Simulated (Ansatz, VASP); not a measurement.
**Rh: VASP beside Ansatz**

File INCAR:

```
ALGO = Normal
EDIFF = 1E-6
ENCUT = 520
GGA = PS
ISIF = 2
ISMEAR = -1
LASPH = True
LCHARG = True
LELF = True
LREAL = False
LVHAR = True
LWAVE = False
NBANDS = 14
NELM = 60
PREC = Accurate
SIGMA = 0.08
```

The input KPOINTS:

```
k-points
0
Gamma
  16 16 16
```

File POSCAR:

```
Rh
1.0
    0.0000000000      1.9388447625      1.9388447625
    1.9388447625      0.0000000000      1.9388447625
    1.9388447625      1.9388447625      0.0000000000
Rh
1
Direct
    0.0000000000      0.0000000000      0.0000000000
```

Input for Ansatz:

```yaml
crystal:
  lattice:
    - [0.0, 1.9388447625, 1.9388447625]
    - [1.9388447625, 0.0, 1.9388447625]
    - [1.9388447625, 1.9388447625, 0.0]
  atoms:
    - { symbol: Rh, position: [0.0, 0.0, 0.0] }
kpoints:
  mp_grid: { grid: [16, 16, 16] }
  band_path:
    path:
      - [0.0, 0.0, 0.0]
      - [0.5, 0.0, 0.5]
      - [0.625, 0.25, 0.625]
      - [0.375, 0.375, 0.75]
      - [0.0, 0.0, 0.0]
      - [0.5, 0.5, 0.5]
      - [0.5, 0.25, 0.75]
      - [0.5, 0.0, 0.5]
    npoints: 5
scf:
  occupations: { method: fermi_dirac, width: 0.08 }
hamiltonian:
  xc: pbesol
  pseudopotentials: { kind: all_electron, lapw: { basis_error: 0.001 } }
output:
  forces: true
  stress: true
  eigenvalues: true
```

Change from the starting cell: volume scaled by 1.06.

Alike in both runs: task single point; functional PBEsol; k mesh 16 × 16 × 16; occupations fermi-dirac, width 0.08 eV; no spin polarisation.

|  | VASP | Ansatz |
| --- | --- | --- |
| version | VASP 6.6.1 | Ansatz 0.2.0 |
| potentials or method | VASP PAW PBE potentials, release 64 (Rh_pv) | all-electron LAPW, scalar-relativistic |
| plane-wave cutoff (eV) | 520 | see its input |

Ansatz gave:

- pressure (GPa): -18.3

Which values does VASP return?

Pressure (GPa): -18.4.

Ansatz ran all-electron here, so the differences hold the error of VASP's frozen core and of both bases.

Caveats: so large a pressure means that the cell lies far from this level's equilibrium, or that cutoff or potentials fall short (VASP); the potentials were made for another functional, which shifts forces and pressure (VASP).
